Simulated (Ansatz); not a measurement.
# S: the cost of one run

Method: DFT PBE, scalar-relativistic, plane waves, PAW, in Ansatz 0.2.0.

1 further run of the same task is left out (it didn't finish).

## 1. Starting point

The structure is tetragonal, space group P4mm (No. 99). The conventional cell has a = 16.829 Å, b = 16.829 Å, c = 20.447 Å, α = 90.00°, β = 90.00°, γ = 90.00°. S (site symmetry m) has 2 S at 2.05 Å as nearest neighbours.

Coordinates:

```cif
data_structure
_symmetry_space_group_name_H-M 'P4mm'
_symmetry_Int_Tables_number 99
_cell_length_a 16.8292
_cell_length_b 16.8292
_cell_length_c 20.4474
_cell_angle_alpha 90.000
_cell_angle_beta 90.000
_cell_angle_gamma 90.000
_cell_volume 5791.14
loop_
_atom_site_label
_atom_site_type_symbol
_atom_site_symmetry_multiplicity
_atom_site_Wyckoff_symbol
_atom_site_fract_x
_atom_site_fract_y
_atom_site_fract_z
_atom_site_occupancy
S1 S 4 f 0.35987 0.50000 0.41637 1
S2 S 4 d 0.40092 0.40092 0.46363 1
```

This is candidate A: structure listed in a database for this formula (P4mm, No. 99).

## 2. Probe: one point at the start (candidate A)

Input file input.yaml:

```yaml
crystal:
  lattice:
    - [16.8291635, 0.0, 0.0]
    - [0.0, 16.8291635, 0.0]
    - [0.0, 0.0, 20.44743221]
  atoms:
    - { symbol: S, position: [0.35986916, 0.5, 0.41637011] }
    - { symbol: S, position: [0.40092381, 0.40092381, 0.46362989] }
    - { symbol: S, position: [0.40092381, 0.59907619, 0.46362989] }
    - { symbol: S, position: [0.5, 0.35986916, 0.41637011] }
    - { symbol: S, position: [0.5, 0.64013084, 0.41637011] }
    - { symbol: S, position: [0.59907619, 0.40092381, 0.46362989] }
    - { symbol: S, position: [0.59907619, 0.59907619, 0.46362989] }
    - { symbol: S, position: [0.64013084, 0.5, 0.41637011] }
basis:
  ecutwfc: 420
kpoints:
  mp_grid: { grid: [1, 1, 1] }
hamiltonian:
  xc: pbe
scf:
  occupations: { method: gaussian, width: 0.1 }
  lower_state_search: "off"
output:
  forces: true
  stress: true
  eigenvalues: true
```

**Question.** How long does this run take on 1 thread of an x86-64 CPU, shared host, and how much memory does it need?

About 22 s, with a peak of 2.3 GiB.
